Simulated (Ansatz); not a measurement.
## Ge in Ansatz: the effect of functional

Ge:

```
CELL_PARAMETERS angstrom
-2.49590 2.65086 1.43695
2.49590 -2.65086 1.43695
2.49590 2.65086 -1.43695
ATOMIC_POSITIONS crystal
Ge 0.31406 0.06406 0.25000
Ge 0.68594 0.93594 0.75000
```

This isn't the form of Ge at room conditions, which is diamond.

Alike in all runs:

- Program: Ansatz 0.2.0
- Task: band structure
- Potentials or basis: all-electron LAPW, scalar-relativistic
- Basis error allowed: 0.001 eV/atom
- k mesh: 11 × 11 × 11
- Occupations: fermi-dirac, width 0.05 eV
- Spin: no spin polarisation

Task: One run gave: pressure -4.2 GPa; largest force 0.07 eV/Å. Which functional did it use?
A. LDA
B. PBEsol
C. PBE

Result: A.

| functional | cutoff | pressure (GPa) | largest force (eV/Å) |
| --- | --- | --- | --- |
| PBE | 252 eV (chosen from the basis error) | 1.2 | 0.06 |
| LDA | 253 eV (chosen from the basis error) | -4.2 | 0.07 |
| PBEsol | 252 eV (chosen from the basis error) | -2.5 | 0.06 |
